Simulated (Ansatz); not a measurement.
# KCl: a relaxation

The task: find the equilibrium cell of KCl.

Computed with Ansatz 0.2.0 (DFT PBE, scalar-relativistic, plane waves, PAW, unless a step's input says otherwise).

## 1. The system as given

The structure is cubic, space group Pm-3m (No. 221). Conventional cell: a = 3.839 Å, b = 3.839 Å, c = 3.839 Å, α = 90.00°, β = 90.00°, γ = 90.00°. K (site symmetry m-3m) is surrounded by 8 Cl at 3.32 Å. Cl (site symmetry m-3m) is surrounded by 8 K at 3.32 Å.

As a file:

```cif
data_structure
_symmetry_space_group_name_H-M 'Pm-3m'
_symmetry_Int_Tables_number 221
_cell_length_a 3.8392
_cell_length_b 3.8392
_cell_length_c 3.8392
_cell_angle_alpha 90.000
_cell_angle_beta 90.000
_cell_angle_gamma 90.000
_cell_volume 56.59
loop_
_atom_site_label
_atom_site_type_symbol
_atom_site_symmetry_multiplicity
_atom_site_Wyckoff_symbol
_atom_site_fract_x
_atom_site_fract_y
_atom_site_fract_z
_atom_site_occupancy
K1 K 1 a 0.00000 0.00000 0.00000 1
Cl1 Cl 1 b 0.50000 0.50000 0.50000 1
```

Source of the structure: the Materials Project (structure only).

(A quick probe on a coarse mesh, which set the mesh and smearing, is not shown.)

## 3. The relaxation

The input, input.yaml:

```yaml
crystal:
  lattice:
    - [3.839196, 0.0, 0.0]
    - [0.0, 3.839196, 0.0]
    - [0.0, 0.0, 3.839196]
  atoms:
    - { symbol: K, position: [0.0, 0.0, 0.0] }
    - { symbol: Cl, position: [0.5, 0.5, 0.5] }
basis:
  ecutwfc: 420
kpoints:
  mp_grid: { grid: [6, 6, 6] }
hamiltonian:
  xc: pbe
scf:
  occupations: { method: gaussian, width: 0.02 }
output:
  forces: true
  stress: true
  eigenvalues: true
relax:
  adjacent_minimum: "off"
  f_tol: 0.005
  max_steps: 80
  cell: { stress_tol: 0.05 }
```

Command:

```sh
$ ansatz run input.yaml --threads 4 --pin off --max-ram 9216MiB --backend cpu --events-out ev --progress --plain --runs-dir out
```

Before running it: what results should come out? Wanted: relaxed cell; volume; formation energy; gap on the mesh.

**Answer**, as computed:

| quantity | value |
| --- | --- |
| relaxed cell | a = 3.838 Å, b = 3.838 Å, c = 3.838 Å, α = 90.00°, β = 90.00°, γ = 90.00° |
| space group (0.01 Å) | Pm-3m (No. 221) |
| volume | 28.26 Å³/atom |
| formation energy (elements from runs with the same settings, not shown) | -1.92 eV/atom |
| gap on the mesh | 4.80 eV |

What this shows: The volume hardly moved (-0.1 %).

The gaps are Kohn-Sham values of a semilocal functional, not quasiparticle or optical gaps. Such gaps usually fall short of the measured ones.
